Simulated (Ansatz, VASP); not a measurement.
# Two plane-wave programs on BiTe

The input INCAR:

```
SYSTEM = BiTe
PREC     = Accurate       ! precision mode
ENCUT    = 520            ! plane-wave cutoff, eV
EDIFF    = 1E-7           ! SCF threshold, eV
ISMEAR   = -1             ! smearing method
SIGMA    = 0.05           ! smearing width, eV
LREAL    = .FALSE.        ! projectors in reciprocal space
LASPH    = .TRUE.         ! aspherical terms in the spheres
NELM     = 60             ! most SCF steps
ALGO     = Normal         ! electronic algorithm
ISIF     = 2              ! what is computed and relaxed
LWAVE    = .FALSE.        ! write WAVECAR
LCHARG   = .FALSE.        ! write CHGCAR
GGA      = PE             ! functional
NBANDS   = 18             ! bands
```

KPOINTS

```
regular mesh
0
G
  7 7 7
  0 0 0
```

File POSCAR:

```
BiTe
1.0
    2.4702239101      1.4261844395      3.3823534125
   -2.4702239101      1.4261844395      3.3823534125
    0.0000000000     -2.8523688790      3.3823534125
Bi Te
1 1
Direct
    0.5000000000      0.5000000000      0.5000000000
    0.0000000000      0.0000000000      0.0000000000
```

Contents of input.yaml:

```yaml
crystal:
  lattice:
    - [2.4702239101, 1.4261844395, 3.3823534125]
    - [-2.4702239101, 1.4261844395, 3.3823534125]
    - [0.0, -2.852368879, 3.3823534125]
  atoms:
    - { symbol: Bi, position: [0.5, 0.5, 0.5] }
    - { symbol: Te, position: [0.0, 0.0, 0.0] }
hamiltonian:
  xc: pbe
  pseudopotentials: { kind: paw }
kpoints:
  mp_grid: { grid: [7, 7, 7] }
scf:
  occupations: { method: fermi_dirac, width: 0.05 }
output:
  forces: true
  stress: true
  eigenvalues: true
  write_density: true
  write_potential: true
  elf: true
  volumetric_format: npy
```

Change from the starting cell: volume scaled by 1.06.

Alike in both runs: task single point; functional PBE; k mesh 7 × 7 × 7; occupations fermi-dirac, width 0.05 eV; no spin polarisation.

|  | VASP | Ansatz |
| --- | --- | --- |
| version | VASP 6.6.1 | Ansatz 0.2.0 |
| potentials or method | VASP PAW PBE potentials, release 64 (Bi_d, Te) | Ansatz PAW |
| plane-wave cutoff (eV) | 520 | 420 |
| valence electrons in the cell | 21 | 31 |

|  | VASP | Ansatz | Ansatz less VASP |
| --- | --- | --- | --- |
| gap on the k mesh at the Fermi level (eV) | none | none | - |
| pressure (GPa) | -2.4 | -2.3 | +0.07 |
| largest component of the traceless stress (GPa) | 0.45 | 0.45 | 0.000 |

A gap of «none» marks a metal or a gap that the smearing closes. The two sets of potentials don't hold the same shells in valence.

Caveats: spin-orbit coupling is left out, which moves the levels of the heavy elements.
